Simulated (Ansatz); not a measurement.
# CdF2 (P6_3mc) at 2 levels of theory

One geometry, relaxed with PBE+D3(BJ); plane waves with PAW potentials in Ansatz, scalar-relativistic. No spin polarisation. Gaps are the least over mesh and band path; pressure is positive in compression, and isn't given for hybrids.

```
CELL_PARAMETERS angstrom
3.66093 0.00000 0.00000
-1.83047 3.17046 0.00000
0.00000 0.00000 7.13328
ATOMIC_POSITIONS crystal
Cd 0.66667 0.33333 0.66528
Cd 0.33333 0.66667 0.16528
F 0.00000 0.00000 0.77611
F 0.33333 0.66667 0.52484
F 0.66667 0.33333 0.02484
F 0.00000 0.00000 0.27611
```

```json
{"level": "PBE+D3(BJ)", "cutoff (eV)": "420", "k mesh": "6×6×4", "gap (eV)": "2.84", "pressure (GPa)": "0.0"}
```

Q: What comes out on the same cell with HSE06?

A:
```
level  cutoff (eV)  k mesh  gap (eV)  pressure (GPa)
HSE06          420   6×6×4      4.87               -
```

The cell was found from a structure generator's guess, not taken from experiment.
